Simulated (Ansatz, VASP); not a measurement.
## TiN in VASP and in Ansatz

```
Ti N
1.0
     0.00000    2.12427    2.12427
     2.12427    0.00000    2.12427
     2.12427    2.12427    0.00000
Ti N
1 1
Direct
  0.00000 0.00000 0.00000
  0.50000 0.50000 0.50000
```

Alike in both runs: functional PBE; k mesh 18 × 18 × 18; occupations fermi-dirac, width 0.15 eV; no spin polarisation.

Ansatz relaxed the structure, and its values are those at the end. VASP's run is a single point on that final structure, the one shown.

|  | VASP | Ansatz |
| --- | --- | --- |
| version | VASP 6.6.1 | Ansatz 0.2.0 |
| potentials or method | VASP PAW PBE potentials, release 64 (Ti_sv, N) | scalar-relativistic, plane waves, PAW |
| plane-wave cutoff (eV) | 520 | 420 |
| valence electrons in the cell | 17 | 17 |

VASP gave:

* gap on the k mesh at the Fermi level (eV): none
* pressure (GPa): 0.5

Q: What did Ansatz give for the same quantities?

A: gap on the k mesh at the Fermi level (eV): none; pressure (GPa): 0.0.

A gap of «none» marks a metal or a gap that the smearing closes. The functional is the same, so the differences come from potentials, cutoffs and numerics.
